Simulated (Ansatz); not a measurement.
**Pressure against volume: MoP**

```cif
data_structure
_symmetry_space_group_name_H-M 'P 1'
_symmetry_Int_Tables_number 1
_cell_length_a 3.2230
_cell_length_b 3.2230
_cell_length_c 3.1910
_cell_angle_alpha 90.000
_cell_angle_beta 90.000
_cell_angle_gamma 120.000
_cell_volume 28.71
loop_
_atom_site_label
_atom_site_type_symbol
_atom_site_fract_x
_atom_site_fract_y
_atom_site_fract_z
_atom_site_occupancy
Mo1 Mo 0.00000 0.00000 0.00000 1
P1 P 0.33333 0.66667 0.50000 1
```

The runs use the primitive cell with vectors (3.223, 0.000, 0.000), (-1.612, 2.791, 0.000), (0.000, 0.000, 3.191) Å, to which the k mesh refers.

The cell is COD entry 1539074, as deposited and not checked against the literature; nothing was relaxed.

Spin polarisation is left out, and whether a magnetic state lies lower isn't shown here.

Levels of theory: DFT, PBE, all-electron LAPW, scalar-relativistic (Ansatz 0.2.0); DFT, PBE, PAW with Ansatz's default frozen-core files, scalar-relativistic (Ansatz 0.2.0).

For LAPW: a Γ-centred 15×15×13 k mesh, Fermi–Dirac smearing of 0.08 eV, basis error target 0.25 meV/atom, no spin polarisation. PAW takes a cutoff of 420 eV at this cell. The Ansatz runs share mesh, smearing and spin set-up. Plane-wave (PAW) pressures include the program's estimate of the Pulay term.

The cell above is scaled evenly, with fractional coordinates and shape held.

```
V/V(cell)  V (Å³/atom)  P, LAPW (GPa)  P, PAW (GPa)
   0.9600       13.779          13.26         13.24
   0.9800       14.066           7.73          7.71
   1.0000       14.353           2.77          2.75
   1.0200       14.640          -1.69         -1.71
   1.0400       14.927              ?             ?
```

(1) Fill in the row V/V(cell) = 1.0400.

(2) What do Birch–Murnaghan fits to the pressures give?

Answers

(1) P, LAPW (GPa) = -5.69, P, PAW (GPa) = -5.71.

(2) LAPW: V0 = 14.53 Å³/atom, B0 = 223 GPa, B0′ = 4.4; PAW: V0 = 14.53 Å³/atom, B0 = 223 GPa, B0′ = 4.4.
